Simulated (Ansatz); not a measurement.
Effective masses and thermopower of BaSnO3 under load (space group P4/mmm)

Data:

```
CELL_PARAMETERS angstrom
      4.12939     0.00000     0.00000
      0.00000     4.12939     0.00000
      0.00000     0.00000     4.08959
ATOMIC_POSITIONS crystal
  Ba 0.50000 0.50000 0.50000
  Sn 0.00000 0.00000 0.00000
  O  0.00000 0.50000 0.00000
  O  0.50000 0.00000 0.00000
  O  0.00000 0.00000 0.50000
```

All values below come from PBEsol with spin-orbit coupling, rigid bands (plane waves, PAW; Ansatz, a first-principles code). Condition of this run: uniaxial stress zz = 2 GPa (compression positive) (the target of the relaxation). Cell: cell and atoms relaxed with PBEsol, then loaded as said.

band gap: 0.91 eV
electron conductivity mass (300 K, dilute): 0.173 mₑ
hole conductivity mass (300 K, dilute): 2.0 (x), 2.0 (y), 1.65 (z) mₑ
effective density of states N_c (300 K): 1.8e18 cm⁻³
effective density of states N_v (300 K): 2.8e20 cm⁻³
density-of-states mass, electrons: 0.173 mₑ
density-of-states mass, holes: 5.0 mₑ
Seebeck coefficient, n-type 1e19 cm⁻³, 300 K: -102 μV/K
best n-type power factor at 300 K for τ = 10 fs (best axis; densities from 1e16 to 1e21 cm⁻³ tried, whether or not they can be reached): 1.60 μW/(cm·K²) at 1e19 cm⁻³
Seebeck coefficient, p-type 1e19 cm⁻³, 300 K: 529 μV/K

Rigid bands; masses and Seebeck coefficients take one relaxation time τ for all states and one kind of carrier; polarons and phonon drag are left out.
